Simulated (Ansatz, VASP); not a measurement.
# BN: VASP beside Ansatz

```
B N
1.0
     3.73252    2.15497    0.00000
    -3.73252    2.15497    0.00000
     0.00000    0.00000    6.49548
B N
6 6
Direct
  0.00000 0.66667 0.25000
  0.33333 0.33333 0.25000
  0.66667 0.00000 0.25000
  0.00000 0.33333 0.75000
  0.33333 0.00000 0.75000
  0.66667 0.66667 0.75000
  0.00000 0.66667 0.75000
  0.33333 0.33333 0.75000
  0.66667 0.00000 0.75000
  0.00000 0.33333 0.25000
  0.33333 0.00000 0.25000
  0.66667 0.66667 0.25000
```

The cell is a database's computed one.

Alike in both runs: task single point; functional PBE; k mesh 3 × 3 × 2; no spin polarisation.

|  | VASP | Ansatz |
| --- | --- | --- |
| version | VASP 6.6.1 | Ansatz 0.2.0 |
| potentials or method | VASP PAW PBE potentials, release 64 (B, N) | plane-wave PAW DFT |
| plane-wave cutoff (eV) | 520 | 420 |
| occupations | gaussian, width 0.01 eV | fixed |
| valence electrons in the cell | 48 | 48 |

|  | VASP | Ansatz | Ansatz less VASP |
| --- | --- | --- | --- |
| gap on the k mesh at the Fermi level (eV) | 4.40 | 4.40 | +0.002 |

Caveats: the k mesh is coarse (spacing up to 0.56 Å⁻¹), so the values aren't converged; an odd mesh through Γ misses points on the zone boundary, where band edges often lie.
